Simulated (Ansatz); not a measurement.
# What strain does to CuI (zincblende)

CuI built on the zincblende prototype, relaxed with r2SCAN in Ansatz. It is cubic, F-43m (No. 216); conventional cell a = 6.024 Å, 27.33 Å³ an atom. Cu is surrounded by 4 I at 2.61 Å; I is surrounded by 4 Cu at 2.61 Å.

The axes x, y and z are those of this cell:
```
CELL_PARAMETERS angstrom
0.00000 3.01203 3.01203
3.01203 0.00000 3.01203
3.01203 3.01203 0.00000
ATOMIC_POSITIONS crystal
Cu 0.00000 0.00000 0.00000
I 0.25000 0.25000 0.25000
```

Unstrained: PBE gives a direct gap of 1.173 eV at Γ. The r2SCAN gap is direct at Γ: 1.667 eV. The HSE06 gap is direct at Γ: 2.670 eV. Meshes: PBE 8×8×8, r2SCAN 8×8×8, HSE06 6×6×6. Strains are changes of length per length, and xy shears are angles. After each strain the atoms were relaxed again with r2SCAN within the symmetry that the strain leaves, so tilts or polar shifts that break it weren't tested; points keep the names that they have in the unstrained zone. Calculated for a static, non-magnetic cell.

Changes of the least gap in eV (an overlap counts as a negative gap):
```
                                                                   strain  volume change (%)  space group     PBE  r2SCAN   HSE06  energy rise, r2SCAN (meV/atom)
epitaxial +0.5 % in the plane normal to [111], free normal strain -0.40 %               +0.6          R3m  -0.025  -0.026  -0.025                             0.4
                                         isotropic +2.0 % on every length               +6.1        F-43m  -0.152  -0.166  -0.116                            12.6
             epitaxial +3.0 % in the xy plane, free normal strain -4.14 %               +1.7        I-4m2  -0.110  -0.112  -0.110                             6.2
                              xy shear, engineering strain (angle) +3.0 %                0.0         Imm2  -0.027  -0.026  -0.038                             1.7
                                                  uniaxial +4.0 % along x               +4.0        I-4m2  -0.126  -0.135  -0.106                             7.4
```

Epitaxial +0.5 % in the plane normal to [111], free normal strain -0.40 %. HSE06: the gap goes from 2.670 to 2.645 eV (-0.025 eV); with r2SCAN the top three valence levels at Γ, degenerate before, become 1+2 from the top over 11 meV. Stress change with r2SCAN, compression positive: xx -0.26, yy -0.26, zz -0.26, xy +0.14, xz +0.14, yz +0.14 GPa.

Isotropic +2.0 % on every length. HSE06: the gap goes from 2.670 to 2.554 eV (-0.116 eV). Stress change with r2SCAN, compression positive: xx -2.22, yy -2.22, zz -2.22 GPa. For HSE06, dE_g/d ln V = -1.9 eV over this step.

Epitaxial +3.0 % in the xy plane, free normal strain -4.14 %. HSE06: the gap goes from 2.670 to 2.560 eV (-0.110 eV); with r2SCAN the top three valence levels at Γ, degenerate before, become 1+2 from the top over 98 meV. Stress change with r2SCAN, compression positive: xx -1.15, yy -1.15, zz +0.03 GPa.

Xy shear, engineering strain (angle) +3.0 %. HSE06: the gap goes from 2.670 to 2.632 eV (-0.038 eV); with r2SCAN the top three valence levels at Γ, degenerate before, become 1+1+1 from the top over 39 meV. Stress change with r2SCAN, compression positive: xx 0.00, yy 0.00, zz 0.00, xy -0.69 GPa.

Uniaxial +4.0 % along x, other directions held. HSE06: the gap goes from 2.670 to 2.564 eV (-0.106 eV); with r2SCAN the top three valence levels at Γ, degenerate before, become 2+1 from the top over 69 meV. Stress change with r2SCAN, compression positive: xx -2.07, yy -1.30, zz -1.30 GPa.

Spin-orbit coupling is left out, which matters wherever the heavy atoms make up the band edges.

The meshes of the hybrids are coarse, so their gaps aren't converged to the digits shown.

The splittings at Γ are without spin-orbit coupling, which regroups them where it is of like size or larger.
